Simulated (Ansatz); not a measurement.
**Is this AlN structure a true minimum?**

The cell was reached from a generator's guess, though it ends in a space group that the Crystallography Open Database lists for this formula.

The calculation used Ansatz, DFT PBE, scalar-relativistic, plane waves, PAW. Cutoff 420 eV; k points 10×10×10 on the computed 2-atom cell (Γ-centred); Gaussian smearing, width 0.02 eV; no spin polarisation.

The cell below (2 atoms, space group Fm-3m (No. 225)) is relaxed within its symmetry.

```xyz
2
Lattice="0.0000 2.0353 2.0353 2.0353 0.0000 2.0353 2.0353 2.0353 0.0000" Properties=species:S:1:pos:R:3 pbc="T T T"
Al    2.0353    2.0353    2.0353
N     0.0000    0.0000    0.0000
```

For the test a repeat of it with 4 atoms (edges 2.88, 2.88, 4.99 Å) was strained at random (σ = 1.5 % a component), the atoms were moved at random (σ = 0.10 Å), and all was relaxed again on a coarse 6×6×6 mesh (in the run’s order of axes) with 0.10 eV smearing, with no symmetry imposed.

Problem. Is the structure stable against such a distortion?

Solution. It returns, within 1 meV/atom of the unmoved cell on that mesh and with the same symmetry when read at 0.1 Å. No instability shows in this cell; modes of other wave vectors, which need another repeat, aren't tested. Another cell of AlN relaxed alike, in P6_3mc, lies 154 meV/atom lower, so this cell isn't the stable form at this level.
